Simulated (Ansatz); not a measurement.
TiAl under changes of volume

One of the cells (16.653 Å³/atom); the others are scaled copies at fixed shape and fractional positions:

```xyz
2
Lattice="2.8673 0.0000 0.0000 -1.4336 2.4831 0.0000 0.0000 0.0000 4.6781" Properties=species:S:1:pos:R:3 pbc="T T T"
Ti    0.0000    0.0000    0.0000
Al    0.0000    1.6554    2.3390
```

The cell comes from a database or a generator and needn't be the stable form of this composition.

```yaml
Program: Ansatz 0.2.0
Functional: PBE0
Potentials_or_basis: Ansatz PAW
Cutoff: "420 eV (not typed: the program's choice for these potentials)"
k_mesh: 6 × 6 × 4
Occupations: fermi-dirac, width 0.05 eV
Spin: no spin polarisation
```

```csv
volume (Å³/atom),energy over the lowest point (meV/atom),pressure (GPa)
15.654,13.87,6.2
15.987,4.05,3.3
16.320,0.00,0.7
16.653,1.22,-1.7
16.986,7.22,-3.9
17.320,?,?
17.653,28.80,-7.4
```

Problem. What does the run at 17.320 Å³/atom give?

Solution. Energy over the lowest point 15.36 meV/atom; pressure -5.6 GPa.

Worked out: A Birch-Murnaghan fit of order 3 (a polynomial in V^(-2/3)) to the other rows has its minimum at 16.39 Å³/atom with B0 = V·E''(V) = 118 GPa and B' = 7.5 at fixed shape and positions, which overstates the stiffness. It gives 16.45 meV/atom at 17.320 Å³/atom, against the run's 15.36, and -dE/dV = -5.3 GPa, against -5.6.

Energies are extrapolated to zero smearing.

Caveats: all runs use coarse meshes; the PAW data sets come from PBE, with cores solved anew for the run's functional, which leaves a small shift of forces and pressure; the thresholds are loose for stress.
